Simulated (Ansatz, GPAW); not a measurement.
## A script for PtSe₂ (GLLB-SC)

These are simulated results from GPAW 26.7.0, not measurements. The cell was built from a prototype and was relaxed with r2SCAN+rVV10 in plane waves (Ansatz 0.2.0). Not every such cell is a known phase. All runs are without spin polarisation.

Space group R-3m (No. 166), trigonal; a = 3.691 Å, c = 17.282 Å in the conventional setting, 22.66 Å³ an atom. Pt is surrounded by 6 Se at 2.51 Å; Se is surrounded by 3 Pt at 2.51 Å.

GLLB-SC is a model potential. Its fundamental gap is the Kohn-Sham gap plus a derivative discontinuity, which the script evaluates at the band edges among the listed k points. Its total energy isn't variational and serves nothing here.

Input script:

```python
import json
from ase import Atoms
from gpaw import GPAW, PW, FermiDirac

atoms = Atoms(['Pt', 'Se', 'Se'],
              cell=[[1.845702, 1.065616, 5.760712], [-1.845702, 1.065616, 5.760712], [-0.0, -2.131233, 5.760712]],
              scaled_positions=[[-0.0, -0.0, -0.0], [0.256781, 0.256781, 0.256781], [0.743219, 0.743219, 0.743219]],
              pbc=True)
calc = GPAW(mode=PW(400), xc='GLLBSC', kpts={'size': (6, 6, 6), 'gamma': True},
            occupations=FermiDirac(0.02), maxiter=100, legacy_gpaw=True, txt='gpaw.txt')
atoms.calc = calc
res = {'energy': atoms.get_potential_energy(force_consistent=True)}
res['electrons'] = calc.get_number_of_electrons()
res['k'] = calc.get_ibz_k_points().tolist()
res['levels'] = [calc.get_eigenvalues(kpt=i).tolist() for i in range(len(res['k']))]
points = [[0.0, 0.0, 0.0], [0.5, 0.5, 0.5], [0.810522, 0.189478, 0.5], [0.5, -0.189478, 0.189478], [0.5, 0.0, 0.0], [0.344739, -0.344739, 0.0], [0.655261, 0.0, 0.344739], [0.5, 0.0, 0.5], [-0.046875, 0.005208, 0.041667], [0.229167, 0.229167, 0.486979], [0.25, 0.25, -0.5]]
bands = calc.fixed_density(kpts=points, symmetry='off', nbands=round(res['electrons']) // 2 + 6, convergence={'bands': -2}, txt='bands.txt')
res['points'] = [bands.get_eigenvalues(kpt=i).tolist() for i in range(len(points))]
homo, lumo = bands.get_homo_lumo()
potential = calc.hamiltonian.xc.response.calculate_discontinuity_potential(homo, lumo)
res['discontinuity'] = bands.hamiltonian.xc.response.calculate_discontinuity(potential)
json.dump(res, open('results.json', 'w'))
print('free energy (eV):', round(res['energy'], 5))
```

Command: `python run.py`. It took 93 s on 1 thread of Arm Neoverse V2 (shared host), peak memory 0.26 GiB.

The log gpaw.txt, trimmed of paths, versions and times, then the last line on the terminal. An iter line gives the energy in eV and the logarithms of the changes of orbitals (plane waves alone) and density (c: converged):

```
___ ___ ___ _ _ _
 |   |   |_  | | | |

 | | | | | . | | | |

 |__ |  _|___|_____|  26.7.0
 |___|_|

Input parameters:
  kpts: {gamma: True,
         size: (6, 6, 6)}
  maxiter: 100
  mode: {ecut: 400.0,
         name: pw}
  occupations: {fixmagmom: False,
                name: fermi-dirac,
                width: 0.02}
  xc: GLLBSC

System changes: positions, numbers, cell, pbc, initial_charges, initial_magmoms

Initialize ...

species:
  Pt:
    name:    Platinum
    Z:       78.0
    valence: 16
    core:    62
    charge:  0.0  # [|e|]
    compensation charges:
      type: gauss
      rc: 0.41  # [Å]
      lmax: 2
    cutoffs:
      filter: 2.26  # [Å]
      core: 2.26  # [Å]
    projectors
    | kind |    occ | energy [eV] | rcut [Å] |

    |------|--------|-------------|----------|

    |   6s |  1.000 |      -8.677 |    1.307 |

    |   5p |  6.000 |     -58.996 |    1.371 |

    |   6p |  0.000 |      -2.754 |    1.371 |

    |   5d |  9.000 |      -9.406 |    1.307 |

    |    s |        |      18.535 |    1.307 |

    |    d |        |      17.806 |    1.307 |

    Using partial waves for Pt as LCAO basis

  Se:
    name:    Selenium
    Z:       34.0
    valence: 6
    core:    28
    charge:  0.0  # [|e|]
    compensation charges:
      type: gauss
      rc: 0.27  # [Å]
      lmax: 2
    cutoffs:
      filter: 1.77  # [Å]
      core: 2.61  # [Å]
    projectors
    | kind |    occ | energy [eV] | rcut [Å] |

    |------|--------|-------------|----------|

    |   4s |  2.000 |     -19.929 |    0.847 |

    |   4p |  4.000 |      -9.440 |    1.005 |

    |    s |        |       7.282 |    0.847 |

    |    p |        |      17.771 |    1.005 |

    |    d |        |       0.000 |    0.847 |

    Using partial waves for Se as LCAO basis

Reference energy: -632353.981557  # eV

Spin-paired calculation

Convergence criteria:
 Maximum [total energy] change in last 3 cyles: 0.0005 eV / valence electron
 Maximum integral of absolute [dens]ity change: 0.0001 electrons / valence electron
 Maximum integral of absolute [eigenst]ate change: 4e-08 eV^2 / valence electron
 Maximum number of scf [iter]ations: 100
 (Square brackets indicate name in SCF output, whereas a 'c' in
 the SCF output indicates the quantity has converged.)

Symmetries present (total): 4

  ( 1  0  0)  ( 0  1  0)  ( 0 -1  0)  (-1  0  0)
  ( 0  1  0)  ( 1  0  0)  (-1  0  0)  ( 0 -1  0)
  ( 0  0  1)  ( 0  0  1)  ( 0  0 -1)  ( 0  0 -1)

216 k-points: 6 x 6 x 6 Monkhorst-Pack grid + [1/12,1/12,1/12]
68 k-points in the irreducible part of the Brillouin zone
       k-points in crystal coordinates                weights
   0:     0.00000000    0.00000000    0.00000000          1/216
   1:     0.00000000    0.00000000    0.16666667          2/216
   2:     0.00000000    0.00000000    0.33333333          2/216
   3:     0.00000000    0.00000000    0.50000000          1/216
   4:     0.16666667   -0.16666667    0.00000000          2/216
   5:     0.16666667   -0.16666667    0.16666667          4/216
   6:     0.16666667   -0.16666667    0.33333333          4/216
   7:     0.16666667   -0.16666667    0.50000000          2/216
   8:     0.16666667    0.00000000   -0.33333333          4/216
   9:     0.16666667    0.00000000   -0.16666667          4/216
          ...
  67:     0.50000000    0.50000000    0.50000000          1/216

Wave functions: Plane wave expansion
  Cutoff energy: 400.000 eV
  Number of coefficients (min, max): 1200, 1248
  Pulay-stress correction: 0.000000 eV/Ang^3 (de/decut=0.000000)
  Using FFTW library
  ScaLapack parameters: grid=1x1, blocksize=None
  Wavefunction extrapolation:
    Improved wavefunction reuse through dual PAW basis

Occupation numbers: Fermi-Dirac:
  width: 0.0200  # eV

Eigensolver
   Davidson(niter=2)

Densities:
  Coarse grid: 30*30*30 grid
  Fine grid: 60*60*60 grid
  Total Charge: 0.000000

Density mixing:
  Method: separate
  Backend: msr1
  Linear mixing parameter: 0.05
  old densities: 10
  Width of damping distribution: 1.1
  Damping of long wavelength oscillations: 20

Hamiltonian:
  XC and Coulomb potentials evaluated on a 60*60*60 grid
  Using the GLLBSC Exchange-Correlation functional
  External potential:
    NoExternalPotential

XC parameters: GLLBSC functional being used consists of
  -----------------------------------------------------------------------
  | Weight | Module     | Description                                   |

  -----------------------------------------------------------------------
  |  1.000 | SCREENING  | GGA_X_PBE_SOL with 2 nearest neighbor stencil |

  |  1.000 | RESPONSE   | eps=0.0500 eV                                 |

  |  1.000 | XC         | GGA_C_PBE_SOL with 2 nearest neighbor stencil |

  -----------------------------------------------------------------------

Memory estimate:
  Process memory now: 120.85 MiB
  Calculator: 57.13 MiB
    Density: 11.11 MiB
      Arrays: 5.36 MiB
      Localized functions: 1.64 MiB
      Mixer: 4.12 MiB
    Hamiltonian: 3.54 MiB
      Arrays: 3.50 MiB
      XC: 0.00 MiB
      Poisson: 0.00 MiB
      vbar: 0.04 MiB
    Wavefunctions: 42.47 MiB
      Arrays psit_nG: 25.90 MiB
      Eigensolver: 0.54 MiB
      Projections: 0.91 MiB
      Projectors: 12.80 MiB
      PW-descriptor: 2.32 MiB

Total number of cores used: 1

Number of atoms: 3
Number of atomic orbitals: 20
Number of bands in calculation: 20
Number of valence electrons: 28
Bands to converge: occupied

... initialized

Initializing position-dependent things.

Density initialized from atomic densities
Creating initial wave functions:
  20 bands from LCAO basis set
Positions:
   0 Pt     0.000000    0.000000    0.000000    ( 0.0000,  0.0000,  0.0000)
   1 Se    -0.000000   -0.000000    4.437724    ( 0.0000,  0.0000,  0.0000)
   2 Se     0.000000   -0.000001   12.844412    ( 0.0000,  0.0000,  0.0000)

Unit cell:
           periodic     x           y           z      points  spacing
  1. axis:    yes    1.845702    1.065616    5.760712    30     0.1048
  2. axis:    yes   -1.845702    1.065616    5.760712    30     0.1048
  3. axis:    yes   -0.000000   -2.131233    5.760712    30     0.1048

  Lengths:   6.142309   6.142309   6.142309
  Angles:   34.974060  34.974060  34.974065

Effective grid spacing dv^(1/3) = 0.1360

iter:   1   -17.527372
iter:   2   -17.291813   -0.71  -1.31
iter:   3   -16.516782   -2.05  -1.32
iter:   4   -16.015797   -2.37  -1.60
iter:   5   -15.937497   -2.78  -1.66
iter:   6   -15.928700   -2.83  -2.03
iter:   7   -15.959626   -3.30  -2.02
iter:   8   -16.023751   -3.12  -2.26
iter:   9   -16.003788   -4.60  -2.72
iter:  10   -16.011486   -5.61  -3.37
iter:  11   -16.003466c  -5.42  -3.33
iter:  12   -16.004911c  -7.04  -3.74
iter:  13   -16.004728c  -8.10c -4.71c

Converged after 13 iterations.

Energy contributions relative to reference atoms: (reference = -632353.981557)

Kinetic:        +78.043325
Potential:      -76.693349
External:        +0.000000
XC:             -17.201467
Entropy (-ST):   -0.000000
Local:           -0.153237
SIC:             +0.000000
--------------------------
Free energy:    -16.004728
Extrapolated:   -16.004728

GLLBSC response reference energy: 5.47234 eV (from HOMO)

Showing only first 2 kpts
 Kpt  Band  Eigenvalues  Occupancy
  0    12      4.98072    2.00000
  0    13      5.47235    2.00000
  0    14      7.67205    0.00000
  0    15      7.67212    0.00000

  1    12      4.87477    2.00000
  1    13      5.21652    2.00000
  1    14      6.63527    0.00000
  1    15      7.31137    0.00000

Fermi level: 5.77659

Gap: 0.664 eV
Transition (v -> c):
  (s=0, k=0, n=13, [0.00, 0.00, 0.00]) -> (s=0, k=55, n=14, [0.50, 0.17, 0.17])
Direct/indirect transitions are different
Direct gap: 1.070 eV
Transition at: (s=0, k=18, n=13, [0.17, 0.17, 0.33])

free energy (eV): -16.00473
```

The gap in the log is over the mesh alone; results.json adds the listed points. GLLB-SC gives a gap of 0.49 eV (0.354 eV Kohn-Sham over the listed points plus 0.137 eV discontinuity). On the same cell, plane-wave PBE (Ansatz, 8×8×8 k points and the special points) gives a gap of 0.36 eV and r2SCAN a gap of 0.51 eV; on shared hosts these took about 6.9 and 18 core-seconds on the 3-atom cell, against 93 for the script. Spin-orbit coupling, left out in all these runs, can cut or reorder the gap by tenths of an eV, up to about 1 eV with Pb or Bi.

Spin-orbit coupling is left out, which matters wherever the heavy atoms make up the band edges.
